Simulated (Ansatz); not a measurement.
# AlP: the cost of one run

Method: DFT PBEsol, all-electron LAPW, scalar-relativistic unless said, in Ansatz 0.2.0.

The COD entry's cell or inner coordinates are ideal or old and differ from later refinements, so a difference from it is no clean test against experiment.

### 1 Starting point

It takes space group F-43m (No. 216, cubic). Conventional cell: a = 5.470 Å, b = 5.470 Å, c = 5.470 Å, α = 90.00°, β = 90.00°, γ = 90.00°. Al (site symmetry -43m) is surrounded by 4 P at 2.37 Å. P (site symmetry -43m) is surrounded by 4 Al at 2.37 Å.

As a file:

```xyz
2
Lattice="2.7351 2.7351 0.0000 -2.7351 2.7351 0.0000 0.0000 2.7351 2.7351" Properties=species:S:1:pos:R:3 pbc="T T T"
Al    0.0000    0.0000    0.0000
P     1.3676    4.1027    1.3676
```

Cartesian axes are those of the input's lattice vectors. The structure goes back to a database entry.

### 2 Reference run, fine mesh, LAPW

input.yaml

```yaml
crystal:
  lattice:
    - [2.73512247246, 2.73512247246, 0.0]
    - [-2.73512247246, 2.73512247246, 0.0]
    - [0.0, 2.73512247246, 2.73512247246]
  atoms:
    - { symbol: Al, position: [0.0, 0.0, 0.0] }
    - { symbol: P, position: [0.75, 0.25, 0.5] }
kpoints:
  mp_grid: { grid: [8, 8, 8] }
scf:
  occupations: { method: fixed }
hamiltonian:
  xc: pbesol
  pseudopotentials: { kind: all_electron, lapw: { basis_error: 0.001 } }
output:
  forces: true
  stress: true
  eigenvalues: true
  eigenstates:
    nscf_kmesh: { grid: [12, 12, 12] }
    de_dk: true
    e_range: [-9, 11.45279420677]
checkpoint:
  write: ck
  write_wavefunctions: false
```

On the command line:

```console
ansatz run input.yaml --threads 1 --pin off --max-ram 3072MiB --backend cpu --events-out ev --progress --plain --runs-dir out
```

**Question.** How long does this run take on 1 thread of Arm Neoverse V2, shared host, and how much memory does it need?

About 9.2 s, with a peak of 0.23 GiB.
